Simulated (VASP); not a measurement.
## BaF2: band structure with LDA

Crystal: BaF2.

```
Ba F
1.0
     0.00000    3.04303    3.04303
     3.04303    0.00000    3.04303
     3.04303    3.04303    0.00000
Ba F
1 2
Cartesian
  0.0000 0.0000 0.0000
  1.5215 1.5215 1.5215
  4.5645 4.5645 4.5645
```

The cell was built by a generator and needn't be a form met in nature.

| Property | Result |
| --- | --- |
| Program | VASP 6.6.1 |
| Task | band structure |
| Functional | LDA |
| Potentials or basis | VASP PAW LDA potentials, release 64 (Ba_sv, F) |
| Cutoff | 520 eV |
| k mesh | 8 × 8 × 8 |
| Occupations | gaussian, width 0.02 eV |
| Spin | no spin polarisation |
| Further INCAR settings | ALGO = Fast; EDIFF = 1e-07 |

```
Pressure                : 0.1 GPa
Band gap on the k mesh  : 6.61 eV, indirect (least direct gap 6.73 eV)
Band gap along the path : 6.61 eV, indirect (least direct gap 6.73 eV)
```

Levels at the corners of the path, in eV from the valence-band top:
| point | band 10 | band 11 | band 12 | band 13 | band 14 | band 15 |
| --- | --- | --- | --- | --- | --- | --- |
| Γ | -0.13 | -0.13 | -0.13 | 6.61 | 9.25 | 9.25 |
| X | -0.30 | -0.30 | -0.21 | 7.07 | 9.15 | 10.97 |
| X | -0.30 | -0.30 | -0.21 | 7.07 | 9.15 | 10.97 |
| W | -0.39 | -0.39 | -0.27 | 7.38 | 9.94 | 10.08 |
| W | -0.39 | -0.39 | -0.27 | 7.38 | 9.94 | 10.08 |
| K | -0.34 | -0.28 | -0.23 | 7.36 | 9.54 | 10.09 |
| K | -0.34 | -0.28 | -0.23 | 7.36 | 9.54 | 10.09 |
| Γ | -0.13 | -0.13 | -0.13 | 6.61 | 9.25 | 9.25 |
| Γ | -0.13 | -0.13 | -0.13 | 6.61 | 9.25 | 9.25 |
| L | -0.38 | -0.18 | -0.18 | 9.26 | 9.26 | 9.27 |
| L | -0.38 | -0.18 | -0.18 | 9.26 | 9.26 | 9.27 |
| U | -0.34 | -0.28 | -0.23 | 7.36 | 9.54 | 10.09 |
| U | -0.34 | -0.28 | -0.23 | 7.36 | 9.54 | 10.09 |
| W | -0.39 | -0.39 | -0.27 | 7.38 | 9.94 | 10.08 |
| W | -0.39 | -0.39 | -0.27 | 7.38 | 9.94 | 10.08 |
| L | -0.38 | -0.18 | -0.18 | 9.26 | 9.26 | 9.27 |
| L | -0.38 | -0.18 | -0.18 | 9.26 | 9.26 | 9.27 |
| K | -0.34 | -0.28 | -0.23 | 7.36 | 9.54 | 10.09 |
| U | -0.34 | -0.28 | -0.23 | 7.36 | 9.54 | 10.09 |
| X | -0.30 | -0.30 | -0.21 | 7.07 | 9.15 | 10.97 |

Run time: 49 s on 1 thread of Intel(R) Xeon(R) Platinum 8488C (Sapphire Rapids), on a shared host, peak memory 0.18 GiB.

Caveat: spin-orbit coupling is left out, which moves the levels of the heavy elements. Expect the measured gap to be larger: semilocal functionals such as LDA lack the derivative discontinuity.
